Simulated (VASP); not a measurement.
Si12C11 (a cell with a defect), 23 atoms in the cell. The cell holds a defect, 23 atoms: a = 9.245 Å, b = 6.163 Å, c = 6.163 Å, α = 60.00°, β = 60.00°, γ = 60.00°. 

| Property | Result |
| --- | --- |
| Program | VASP 6.6.1 |
| Task | relaxation of the atoms |
| Functional | PBEsol |
| Potentials or basis | VASP PAW PBE potentials, release 64 (Si, C) |
| Cutoff | 450 eV |
| k mesh | 2 × 3 × 3 |
| Occupations | gaussian, width 0.03 eV |
| Spin | collinear spin, ferromagnetic start |
| Starting moments | [0.25, 0.25, 0.25, 0.0, 0.25, 0.0, 0.0, 0.0, 0.0, 0.0, 0.0, 0.0, 0.0, 0.0, 0.0, 0.0, 0.0, 0.0, 0.0, 0.0, 0.0, 0.0, 0.0] μB |
| Dq | 1 |
| Further INCAR settings | LREAL = Auto; ALGO = Normal; EDIFF = 1e-05; IBRION = 2; EDIFFG = -0.03; NSW = 40; NELECT = 91.0 |

Potentials or basis: VASP PAW PBE potentials, release 64 (Si, C).

Launch:

```sh
$ cat potpaw_PBE.64/Si/POTCAR potpaw_PBE.64/C/POTCAR > POTCAR
$ mpirun -np 1 vasp_std > vasp.out
```

Hardware: 1 thread of Intel(R) Xeon(R) 6975P-C (Granite Rapids), on a shared host.

Question: Estimate the wall time of this run.

Answer: It took 22 min on 1 thread of Intel(R) Xeon(R) 6975P-C (Granite Rapids) (shared host), peak memory 0.55 GiB. Counts: scf iterations 62, k points 8, ion steps 12.
